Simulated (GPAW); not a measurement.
A run of GPAW 26.7.0 is set up as follows.

The input SnTe.cif:

```cif
data_SnTe
_cell_length_a 3.90470000
_cell_length_b 3.90470000
_cell_length_c 3.90470000
_cell_angle_alpha 90.00000000
_cell_angle_beta 90.00000000
_cell_angle_gamma 90.00000000
_space_group_name_H-M_alt 'P1'
_space_group_name_Hall 'P 1'
_space_group_IT_number 1
loop_
_space_group_symop_operation_xyz
'x,y,z'
loop_
_atom_site_label
_atom_site_type_symbol
_atom_site_symmetry_multiplicity
_atom_site_Wyckoff_symbol
_atom_site_fract_x
_atom_site_fract_y
_atom_site_fract_z
_atom_site_occupancy
Te1 Te 1 a 0.5000000000 0.5000000000 0.5000000000 1
Sn1 Sn 1 a 0.0000000000 0.0000000000 0.0000000000 1
```

Potentials or basis: GPAW PAW data sets (gpaw-data 1.2.1), pw.

Launch:

```sh
$ OMP_NUM_THREADS=1 gpaw run SnTe.cif -p 'mode=PW(600),xc=PBE,kpts={size:(7,7,7),gamma:True},occupations={name:fermi-dirac,width:0.05},nbands=19,convergence={density:1e-05,energy:1e-05},maxiter=150,txt=gpaw.txt' --properties efs -w gs.gpw
```

Q: Predict the pressure.

A: -1.3 GPa.

Q: Estimate the band gap on the k mesh.

A: None (metal or under the smearing width).

The run has no spin-orbit coupling, so splittings on Te are missing.
